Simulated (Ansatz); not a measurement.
**Bi: single point with PBEsol**

Crystal: Bi.

```
CELL_PARAMETERS angstrom
-4.44975 4.44975 2.06563
4.44975 -4.44975 2.06563
4.44975 4.44975 -2.06563
ATOMIC_POSITIONS crystal
Bi 0.14799 0.35691 0.50230
Bi 0.85441 0.64374 0.49560
Bi 0.65418 0.14783 0.79153
Bi 0.34426 0.84668 0.21266
```

This isn't the form of Bi at room conditions, which is rhombohedral.

The cell isn't the ideal one: atoms moved at random, drawn with an rms of 0.05 Å.

| Item | Value |
| --- | --- |
| Program | Ansatz 0.2.0 |
| Task | single point |
| Functional | PBEsol |
| Potentials or basis | all-electron LAPW, scalar-relativistic |
| Cutoff | 186 eV (chosen from the basis error) |
| Basis error allowed | 0.001 eV/atom |
| k mesh | 7 × 7 × 7 |
| Occupations | fermi-dirac, width 0.05 eV |
| Spin | no spin polarisation |

The pressure is -1.6 GPa. The largest force is 0.142 eV/Å. The band gap on the k mesh is none (metal or under the smearing width).

Forces on the atoms (eV/Å):
```
Bi   0.011 -0.053 -0.003
Bi   0.036  0.130 -0.021
Bi  -0.013 -0.138  0.031
Bi  -0.035  0.060 -0.007
```

Stress tensor (GPa, compression positive):
```
-1.31 -0.01  0.03
-0.01 -1.61  0.10
 0.03  0.10 -1.97
```

Levels at points of the mesh, in eV from the Fermi level:
| k point | band 72 | band 73 | band 74 | band 75 | band 76 | band 77 |
| --- | --- | --- | --- | --- | --- | --- |
| (0.00, 0.00, 0.00) | -1.22 | -0.65 | -0.47 | -0.09 | 0.07 | 2.86 |

Run time: 96 s on 2 threads of AMD EPYC 9R45 96-Core Processor (Zen 5) (shared host), peak memory 1.9 GiB.

Caveat: spin-orbit coupling is left out, which moves the levels of the heavy elements.
